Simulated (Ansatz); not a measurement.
# Which functional gave which column?

NaI in space group Fm-3m was relaxed by PAW and its harmonic phonons by finite displacements (no LO-TO term; negative means unstable) computed by PAW on Ansatz 0.2.0's default frozen-core files (fitted under PBE), scalar-relativistic, once under each of LDA, PBEsol, r²SCAN.

```
        quantity            A            B            C
volume (Å³/atom)        33.80        30.70        32.78
            cell  a = 6.467 Å  a = 6.262 Å  a = 6.401 Å
    highest mode     172 cm⁻¹     181 cm⁻¹     173 cm⁻¹
     lowest at L    51.9 cm⁻¹    56.3 cm⁻¹    51.4 cm⁻¹
     lowest at X    41.6 cm⁻¹    37.0 cm⁻¹    36.4 cm⁻¹
    highest at Γ     115 cm⁻¹     130 cm⁻¹     119 cm⁻¹
```

Question: Which column belongs to which functional?

Answer: A is r²SCAN, B is LDA, C is PBEsol. The volumes rise from LDA over PBEsol to r²SCAN here. LDA's overbinding makes it the smallest as a rule; the order of the other two is common but has exceptions.

Settings: (A) k mesh 6×6×6, fixed occupations, cutoff 500 eV. (B) k mesh 6×6×6, fixed occupations, cutoff 420 eV. (C) k mesh 6×6×6, fixed occupations, cutoff 420 eV.

Limits of these numbers: frozen-core PAW files fitted under PBE, their cores solved anew for the functional of the run.
